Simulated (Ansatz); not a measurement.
Wanted: the native input for an Ansatz 0.2.0 run.

```yaml
Task: single point
Functional: PBEsol
Potentials_or_basis: Ansatz PAW
Cutoff: "420 eV (not typed: the program's choice for these potentials)"
k_mesh: 8 × 8 × 6
Occupations: fermi-dirac, width 0.05 eV
Spin: no spin polarisation
```

The system is As.

```
As
1.0
     1.82500   -5.50000    0.00000
     1.82500    5.50000    0.00000
     0.00000    0.00000    4.47000
As
4
Direct
  0.37537 0.60335 0.55866
  0.88654 0.10528 0.93966
  0.61829 0.39250 0.43957
  0.11427 0.89248 0.05694
```

This isn't the form of As at room conditions, which is rhombohedral.

The cell isn't the ideal one: atoms moved at random, drawn with an rms of 0.05 Å.

The input as run:

input.yaml

```yaml
crystal:
  lattice:
    - [1.825, -5.5, 0.0]
    - [1.825, 5.5, 0.0]
    - [0.0, 0.0, 4.47]
  atoms:
    - { symbol: As, position: [0.375366, 0.603355, 0.558657] }
    - { symbol: As, position: [0.88654, 0.105281, 0.939657] }
    - { symbol: As, position: [0.618293, 0.392503, 0.439575] }
    - { symbol: As, position: [0.114274, 0.892476, 0.05694] }
hamiltonian:
  xc: pbesol
  pseudopotentials: { kind: paw }
kpoints:
  mp_grid: { grid: [8, 8, 6] }
scf:
  occupations: { method: fermi_dirac, width: 0.05 }
output:
  forces: true
  stress: true
  eigenvalues: true
```

Potentials or basis: Ansatz PAW.

The run is started by

```bash
$ ansatz run input.yaml --threads 2 --pin off --max-ram 5632MiB --backend cpu --events-out ev --progress --plain --runs-dir out
```

It gave:

* Pressure: -1.2 GPa
* Largest force: 0.446 eV/Å
* Band gap on the k mesh: none (metal or under the smearing width)

Caveat: the PAW data sets come from PBE, with cores solved anew for the run's functional, which leaves a small shift of forces and pressure.

Run time: 27 s on 2 threads of Arm Neoverse V2 (shared host), peak memory 0.65 GiB.
